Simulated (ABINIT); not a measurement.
Runs of ABINIT 10.8.3 (patched build) on HfN. It takes space group Fm-3m (No. 225, cubic). The conventional cell has a = 4.512 Å, b = 4.512 Å, c = 4.512 Å, α = 90.00°, β = 90.00°, γ = 90.00°. Hf (site symmetry m-3m) is surrounded by 6 N at 2.26 Å. Around N (site symmetry m-3m) lie 6 Hf at 2.26 Å. 

```csv
task,level,spin,cutoff (eV),fine-grid cutoff,gap on the mesh (eV),V0 of scaled cells (Å³/atom),B0 (GPa)
band structure,WC,"SOC, no magnetisation",680,1278.94 eV,none,-,-
equation of state,PBEsol,off,544,1088.46 eV,-,11.36,290
equation of state,BLYP+D3(BJ),off,680,1278.94 eV,-,11.50,(a)
band structure,SCAN,off,816,1414.99 eV,none,-,-
```

Alike in all rows: potentials or basis JTH PAW PBE v2.0; cell as given; k mesh 10 × 10 × 10; smearing fermi-dirac 0.05 eV.

Q: Estimate the missing entries.

A: (a) 278.

Caveats: the PAW data sets were made with another functional, which shifts forces and pressure a little; pressures at fixed basis lie under the slope of the energies (some runs); spin-orbit coupling is left out, which moves the levels of the heavy elements (some runs).

A k mesh can miss the band edges, and rows without SOC leave out spin-orbit coupling on Hf.

A gap of «none» marks a metal or a gap under the smearing width.

Runs at the PBE level aren't shown here.
